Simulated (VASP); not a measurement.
Runs of VASP 6.6.1 on CsSnI3. The structure is cubic, space group Pm-3m (No. 221). The conventional cell has a = 6.206 Å, b = 6.206 Å, c = 6.206 Å, α = 90.00°, β = 90.00°, γ = 90.00°. Around Cs (site symmetry m-3m) lie 12 I at 4.39 Å. Around I (site symmetry 4/mmm) lie 2 Sn at 3.10 Å. Around Sn (site symmetry m-3m) lie 6 I at 3.10 Å. 

```tsv
task	level	potentials or basis	spin	cell	k mesh	cutoff (eV)	ladder	gap on the mesh (eV)	pressure (GPa)	relaxed volume (Å³/atom)
relaxation of cell and atoms	RPBE+D3(BJ)	VASP PAW PBE potentials, release 64 (Cs_sv, I, Sn_d)	off	relaxed	4 × 4 × 4	600	-	none	0.0	(b)
relaxation of cell and atoms	RPBE+D3	VASP PAW PBE potentials, release 64 (Cs_sv, I, Sn_d)	off	relaxed	4 × 4 × 4	600	-	0.48	0.0	49.53
single point	PBEsol	VASP PAW PBE potentials, release 64 (Cs_sv, I, Sn_d)	off	as given	5 × 5 × 5	520	free	1.72	-0.7	-
relaxation of cell and atoms	RPBE+D4	VASP PAW PBE potentials, release 64 (Cs_sv, I, Sn_d)	off	relaxed	4 × 4 × 4	600	-	0.38	0.0	48.35
relaxation of cell and atoms	PBE	VASP PAW PBE potentials, release 54 (Cs_sv, I, Sn_d)	off	relaxed	4 × 4 × 4	600	-	0.50	0.0	50.12
relaxation of cell and atoms	PBE	VASP PAW PBE potentials, release 54 (Cs_sv, I, Sn)	off	relaxed	4 × 4 × 4	600	-	0.50	0.0	49.99
relaxation of cell and atoms	PBE	VASP PAW PBE potentials, release 64 (Cs_sv_GW, I_GW, Sn_d_GW)	off	relaxed	4 × 4 × 4	600	-	(a)	0.0	49.99
relaxation of cell and atoms	RPBE	VASP PAW PBE potentials, release 64 (Cs_sv, I, Sn_d)	off	relaxed	4 × 4 × 4	600	-	0.79	0.0	53.46
relaxation of cell and atoms	PBE	VASP PAW PBE potentials, release 64 (Cs_sv, I, Sn)	off	relaxed	4 × 4 × 4	600	-	0.50	0.0	49.97
relaxation of cell and atoms	PBE	VASP PAW PBE potentials, release 64 (Cs_sv, I, Sn_d)	off	relaxed	4 × 4 × 4	600	-	0.50	0.0	50.12
```

Alike in all rows: smearing fermi-dirac 0.05 eV.

Question: Estimate the missing entries.

Answer: (a) 0.49; (b) 37.50.

Caveats: spin-orbit coupling is left out, which moves the levels of the heavy elements (some runs); the PAW data sets were made with another functional, which shifts forces and pressure a little (some runs); the volume moved by over 15 % at a fixed basis, so the end points are rough (some runs); pairwise dispersion overbinds metals, which lowers pressure and volume (some runs); an odd mesh through Γ misses points on the zone boundary, where band edges often lie (some runs).

A k mesh can miss the band edges, and the runs leave out spin-orbit coupling on Cs, I, Sn.

A gap of «none» marks a metal or a gap under the smearing width.

Not every run made on this cell is shown here.
